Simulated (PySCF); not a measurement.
Electric properties by functional and basis

Compound: phenylacetylene, C₈H₆.
Atom-mapped SMILES: `[CH:1]#[C:2][c:3]1[cH:4][cH:5][cH:6][cH:7][cH:8]1` (hydrogens: H9 on C1; H10 on C4; H11 on C5; H12 on C6; H13 on C7; H14 on C8)

PySCF, dipoles from the SCF density, polarisabilities from static response with core orbitals frozen. Isolated species at its PBE0-D3(BJ)/def2-SVP geometry, gas phase.

Reference dipole: 0.656 D (measured, gas; NIST CCCBDB Release 22 (SRD 101), experimental dipoles). The anisotropy is √(½[(α1 − α2)² + (α2 − α3)² + (α3 − α1)²]).

```csv
level,μ (D),error (%),α (Å³),anisotropy (Å³)
LDA/def2-SVPD,0.663,+1.1,14.45,12.08
PBE/def2-SVPD,0.663,+1.1,14.33,12.08
B3LYP/def2-SVPD,0.687,+4.7,14.12,11.63
PBE0/def2-SVPD,0.683,+4.1,13.95,11.45
BHandHLYP/def2-SVPD,0.704,+7.2,13.77,11.06
CAM-B3LYP/def2-SVPD,0.687,+4.7,13.85,11.11
wB97X-D/def2-SVPD,0.687,+4.7,13.92,11.01
LC-wPBE/def2-SVPD,0.670,+2.2,13.44,10.57
HF/def2-SVPD,0.729,+11.2,13.52,10.42
PBE0/6-31G*,0.630,-4.0,11.46,13.24
PBE0/def2-SVP,0.652,-0.6,12.21,12.48
PBE0/6-31+G*,0.705,+7.5,13.52,11.92
PBE0/aug-cc-pVDZ,0.722,+10.1,14.37,11.56
PBE0/def2-TZVP,0.742,+13.1,13.65,12.02
```

For the dipole, the smallest error is 0.6% (PBE0/def2-SVP) and the largest 13.1% (PBE0/def2-TZVP). The dipole runs from 0.63 D (PBE0/6-31G*) to 0.74 D (PBE0/def2-TZVP). No reference polarisability is at hand; against PBE0 in the largest diffuse basis at hand (aug-cc-pVDZ) the other PBE0 rows deviate by 6-31G* -20%, def2-SVP -15%, 6-31+G* -6%, def2-SVPD -3%, def2-TZVP -5%. In one basis (def2-SVPD) the functionals order the polarisability from LC-wPBE (lowest) to LDA (highest), a spread of 7%. With PBE0 the polarisability is 12.44 Å³ without diffuse functions (mean of 6-31G*, def2-SVP and def2-TZVP) and 13.95 Å³ with them (mean of 6-31+G*, def2-SVPD and aug-cc-pVDZ). Measured values can belong to vibrating molecules and may average over conformers; the computed ones are for one fixed geometry.
